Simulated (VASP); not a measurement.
CdO2: single point with r2SCAN

CdO2:

```
Cd O
1.0
     3.59208    0.00000    0.00000
    -1.79604    3.11083    0.00000
     0.00000    0.00000    2.99888
Cd O
1 2
Direct
  0.00000 0.00000 0.00000
  0.33333 0.66667 0.50000
  0.66667 0.33333 0.50000
```

The cell was built by a generator and needn't be a form met in nature.

```json
{
  "Program": "VASP 6.6.1",
  "Task": "single point",
  "Functional": "r2SCAN",
  "Potentials or basis": "VASP PAW PBE potentials, release 64 (Cd, O)",
  "Cutoff": "520 eV",
  "k mesh": "6 × 6 × 6",
  "Occupations": "gaussian, width 0.1 eV",
  "Spin": "no spin polarisation"
}
```

| Item | Value |
| --- | --- |
| Pressure | 1.0 GPa |
| Band gap on the k mesh | none (metal or under the smearing width) |

Levels at points of the mesh, in eV from the Fermi level:
```csv
k point,band 8,band 9,band 10,band 11,band 12,band 13,band 14,band 15,band 16,band 17
"(0.00, 0.00, 0.00)",-3.53,-3.53,-2.98,-0.72,-0.72,-0.12,0.61,13.44,13.53,13.53
"(0.50, 0.00, 0.00)",-5.50,-5.01,-1.41,-1.13,-0.32,1.31,4.58,7.21,12.73,14.58
"(0.00, 0.00, 0.50)",-5.55,-4.09,-4.09,-1.28,0.46,0.46,6.32,7.16,13.91,13.91
"(0.50, 0.00, 0.50)",-4.55,-4.21,-3.72,-2.29,0.10,1.20,4.90,8.06,9.93,10.81
```

It took 64 s on 1 thread of Intel(R) Xeon(R) Platinum 8259CL CPU @ 2.50GHz (Skylake/Cascade Lake), on a shared host, peak memory 0.16 GiB.

Caveat: the PAW data sets were made with another functional, which shifts forces and pressure a little.
